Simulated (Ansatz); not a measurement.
# TaN (F-43m) in Ansatz: a series of runs, part 2 of 2

Ansatz 0.2.0. The steps go on from the part before.

**3. Relaxation of cell and atoms, r2SCAN+D3(BJ)**

input.yaml

```yaml
crystal:
  lattice:
    - [0.0, 2.49114377, 2.49114377]
    - [2.49114377, 0.0, 2.49114377]
    - [2.49114377, 2.49114377, 0.0]
  atoms:
    - { symbol: Ta, position: [0.0, 0.0, 0.0] }
    - { symbol: "N", position: [0.25, 0.25, 0.25] }
hamiltonian:
  xc: r2scan
  pseudopotentials: { kind: paw }
  dispersion: d3bj
kpoints:
  mp_grid: { grid: [9, 9, 9] }
scf:
  occupations: { method: fermi_dirac, width: 0.05 }
output:
  forces: true
  stress: true
  eigenvalues: true
relax:
  f_tol: 0.01
  max_steps: 40
  cell: { stress_tol: 0.05 }
```

Potentials or basis: Ansatz PAW.

On the command line:

```sh
$ ansatz run input.yaml --threads 2 --pin off --max-ram 5632MiB --backend cpu --events-out ev --progress --plain --runs-dir out
```

Run time: 12 s. Hardware: 2 threads of Intel Xeon at 2.70GHz, shared host; peak memory 0.43 GiB.

The run converged. Its results:

```
Free energy                            : -10331.1352 eV
Relaxed volume                         : 13.15 Å³/atom
Relaxed cell                           : a = 3.338 Å, b = 3.338 Å, c = 3.338 Å, α = 60.00°, β = 60.00°, γ = 60.00°
Space group after relaxing (to 0.05 Å) : F-43m (No. 216)
Energy gained by relaxing              : 257.4 meV/atom
Ionic steps                            : 5
Pressure after relaxing                : 0.0 GPa
Band gap on the k mesh                 : none (metal or under the smearing width)
```

The path:
| step | energy change (eV) | largest force (eV/Å) | volume (Å³) |
| --- | --- | --- | --- |
| 1 | 0.0000 | 0.0000 | 30.92 |
| 2 | -0.5135 | 0.0000 | 26.61 |
| 3 | -0.5165 | 0.0000 | 26.20 |
| 4 | -0.5167 | 0.0000 | 26.30 |
| 5 | -0.5149 | 0.0000 | 26.30 |

Final structure:
```
Ta N
1.0
     0.00000    2.36028    2.36028
     2.36028    0.00000    2.36028
     2.36028    2.36028    0.00000
Ta N
1 1
Direct
  0.00000 0.00000 0.00000
  0.25000 0.25000 0.25000
```

Levels at points of the mesh, in eV from the Fermi level:
```tsv
k point	band 7	band 8	band 9	band 10	band 11	band 12
(0.00, 0.00, 0.00)	-7.57	-7.57	-1.22	0.54	0.54	5.97
```

Caveat: the plane-wave basis is chosen anew once the cell has moved, so the energies of steps on either side of that aren't comparable; pairwise dispersion overbinds metals, which lowers pressure and volume; the PAW data sets come from PBE, with cores solved anew for the run's functional, which leaves a small shift of forces and pressure; the dispersion damping was fitted for another functional or another form of the correction.

**4. Single point, PBE**

Edit input.yaml of step 3 so:

```diff
@@ -9,5 +9,4 @@
 hamiltonian:
-  xc: r2scan
+  xc: pbe
   pseudopotentials: { kind: paw }
-  dispersion: d3bj
 kpoints:
@@ -16,2 +15,4 @@
   occupations: { method: fermi_dirac, width: 0.05 }
+basis:
+  ecutwfc: "300 eV"
 output:
@@ -20,5 +21,5 @@
   eigenvalues: true
-relax:
-  f_tol: 0.01
-  max_steps: 40
-  cell: { stress_tol: 0.05 }
+  write_density: true
+  write_potential: true
+  elf: true
+  volumetric_format: npy
```

On the command line:

```sh
$ ansatz run input.yaml --threads 2 --pin off --max-ram 5632MiB --backend cpu --events-out ev --progress --plain --runs-dir out
```

It took 0.92 s on 2 threads of Intel Xeon at 2.70GHz, shared host; peak memory 0.31 GiB.

The run converged. Its results:

- Free energy: -10316.9650 eV
- Pressure: -25.4 GPa
- Band gap on the k mesh: none (metal or under the smearing width)

Levels at points of the mesh, in eV from the Fermi level:
| k point | band 7 | band 8 | band 9 | band 10 | band 11 | band 12 |
| --- | --- | --- | --- | --- | --- | --- |
| (0.00, 0.00, 0.00) | -6.05 | -6.05 | -1.33 | 0.40 | 0.40 | 4.91 |

Caveat: so large a pressure means that the cell lies far from this level's equilibrium, or that cutoff or potentials fall short; the pressure holds a Pulay correction of +8.3 GPa for the finite cutoff; the cutoff lies under the one recommended for these potentials.

**5. Single point, PBE**

Edit input.yaml of step 4 so:

```diff
@@ -12,7 +12,5 @@
 kpoints:
-  mp_grid: { grid: [9, 9, 9] }
+  mp_grid: { grid: [4, 4, 4] }
 scf:
   occupations: { method: fermi_dirac, width: 0.05 }
-basis:
-  ecutwfc: "300 eV"
 output:
@@ -21,5 +19 @@
   eigenvalues: true
-  write_density: true
-  write_potential: true
-  elf: true
-  volumetric_format: npy
```

Potentials or basis: Ansatz PAW.

On the command line:

```sh
$ ansatz run input.yaml --threads 2 --pin off --max-ram 5632MiB --backend cpu --events-out ev --progress --plain --runs-dir out
```

What it wrote:

```text
Warning: RAYON_NUM_THREADS=2 ignored (pool sized by the plan → 2); use --threads N
Engine: ansatz 0.2.0, x86_64-unknown-linux-gnu
Pseudopotentials: kind: paw
Pseudopotential: Ta, paw, valence charge 13, recommended cutoff 420 eV (normal), Ta.paw.azcp
Pseudopotential: N, paw, valence charge 5, recommended cutoff 420 eV (normal), N.paw.azcp
Functional definition: PBE
  parameter kappa = 0.804
  parameter beta = 0.06672455060314922
  exchange = pbe_x(kappa = kappa, mu = beta*pi^2/3)
  correlation = pbe_c(beta = beta)
Crystal: 2 atoms, lattice volume = 30.919 Å³
Basis set: ecut = 420 eV, 609 PW (Γ), exchange–correlation on 48×48×48 points (8 copies of the dense FFT grid, shifted against one another)
Bands: 13, of which v1, the nominal top of the filled ones, is band 9 counted from 1 (8 counted from 0)
Symmetry: 24 space group operations
Space group: F-43m (ITA 216), of the structure as read, at distance tolerance 3.1e-5 Å
k-points: 8 of 64 (time reversal used)
Non-local potential: Ta, projectors of the file, l = 0: 3, l = 1: 2, l = 2: 2, l = 3: 1
Non-local potential: N, projectors of the file, l = 0: 2, l = 1: 2, l = 2: 1
PAW form: soft (Blöchl's): semilocal exchange-correlation on the pseudo side does not see the compensation charge
[... 30 lines left out ...]
  E_paw        = -8522.805368  (= ΣΔE_a)
  E_vpaw       = -130.814567  (= ΣTr[D̂ρ^β])
  E_aug_tail   = 0.000280  (compensation charges beyond the density's cutoff)
  E_ewald      = -1436.001276
  E_smearing   = -0.021666  (= −TS)
  E_closure    = 0.000000  (closes the sum)
  Σ components = -10317.174449   (vs F -10317.174449, Δ=0.00e0)
--- Forces (eV/Å), atoms counted from 1 ---
  atom   1  Ta     0.00000000    -0.00000000    -0.00000000
  atom   2  N     -0.00000000     0.00000000     0.00000000
  max |Σ_I F_I| component: 2.22e-16 eV/Å
--- Stress (GPa, compression-positive) ---
      -25.042635      -0.000000      -0.000000
       -0.000000     -25.042635      -0.000000
       -0.000000      -0.000000     -25.042635
  P = ⅓ Tr σ = -25.0426 GPa (-250.426 kbar)
--- Band table (eV; the first three rows and the last of 8) ---
  k-point 0: bands = ["-55.5788", "-21.9490", "-21.9490", "-21.9490", "-2.6257", "7.8612", "7.8612", "7.8612", "12.5971", "14.2987", "14.2987", "18.8017", "18.8017"]
  k-point 1: bands = ["-55.5741", "-22.0700", "-21.9660", "-21.9660", "-2.1568", "7.2724", "8.1800", "8.1800", "14.0670", "14.0670", "14.6819", "17.6579", "18.7426"]
  k-point 2: bands = ["-55.5694", "-22.1878", "-21.9829", "-21.9829", "-1.7334", "7.5267", "8.4039", "8.4039", "14.2095", "14.8079", "14.8079", "17.2913", "17.2913"]
  k-point 7: bands = ["-55.5663", "-22.1362", "-22.0836", "-22.0349", "-1.4366", "7.7096", "8.1797", "9.5891", "11.7014", "13.8335", "15.4445", "16.7579", "18.0549"]
```

It took 0.52 s on 2 threads of Intel Xeon at 2.70GHz, shared host; peak memory 0.3 GiB.

What came out:

```yaml
Free_energy: -10317.1744 eV
Pressure: -25.0 GPa
Band_gap_on_the_k_mesh: none (metal or under the smearing width)
```

Levels at points of the mesh, in eV from the Fermi level:
| k point | band 5 | band 6 | band 7 | band 8 | band 9 | band 10 | band 11 | band 12 | band 13 |
| --- | --- | --- | --- | --- | --- | --- | --- | --- | --- |
| (0.00, 0.00, 0.00) | -16.47 | -5.98 | -5.98 | -5.98 | -1.25 | 0.45 | 0.45 | 4.96 | 4.96 |
| (0.00, 0.00, -0.50) | -15.58 | -6.32 | -5.44 | -5.44 | 0.36 | 0.96 | 0.96 | 3.45 | 3.45 |
| (0.00, -0.50, -0.50) | -15.28 | -7.27 | -4.29 | -4.29 | -2.00 | 0.82 | 1.81 | 2.59 | 2.59 |

Caveat: the k mesh is coarse (spacing up to 0.55 Å⁻¹), so the values aren't converged; so large a pressure means that the cell lies far from this level's equilibrium, or that cutoff or potentials fall short; the pressure holds a Pulay correction of +0.3 GPa for the finite cutoff.

**6. Overview**

| task | level | cell | k mesh | cutoff (eV) | mesh quality | gap on the mesh (eV) | pressure (GPa) | relaxed volume (Å³/atom) |
| --- | --- | --- | --- | --- | --- | --- | --- | --- |
| relaxation of cell and atoms | BLYP | relaxed | 9 × 9 × 9 | 420 | not flagged | none | 0.0 | 13.90 |
| relaxation of cell and atoms | r2SCAN+D3(BJ) | relaxed | 9 × 9 × 9 | 500 | not flagged | none | 0.0 | 13.15 |
| single point | PBE | as given | 9 × 9 × 9 | 300 | not flagged | none | -25.4 | - |
| single point | PBE | as given | 4 × 4 × 4 | 420 | coarse | none | -25.0 | - |

Alike in all rows: potentials or basis Ansatz PAW; no spin polarisation; smearing fermi-dirac 0.05 eV.

Caveats: some runs use coarse meshes; the plane-wave basis is chosen anew once the cell has moved, so the energies of steps on either side of that aren't comparable (some runs); the PAW data sets come from PBE, with cores solved anew for the run's functional, which leaves a small shift of forces and pressure (some runs); so large a pressure means that the cell lies far from this level's equilibrium, or that cutoff or potentials fall short (some runs); pairwise dispersion overbinds metals, which lowers pressure and volume (some runs); the dispersion damping was fitted for another functional or another form of the correction (some runs); the pressure holds a Pulay correction of +8.3 GPa for the finite cutoff (some runs); the cutoff lies under the one recommended for these potentials (some runs).

Total energies depend on the potentials used, so only differences within one code and one set of settings carry meaning.
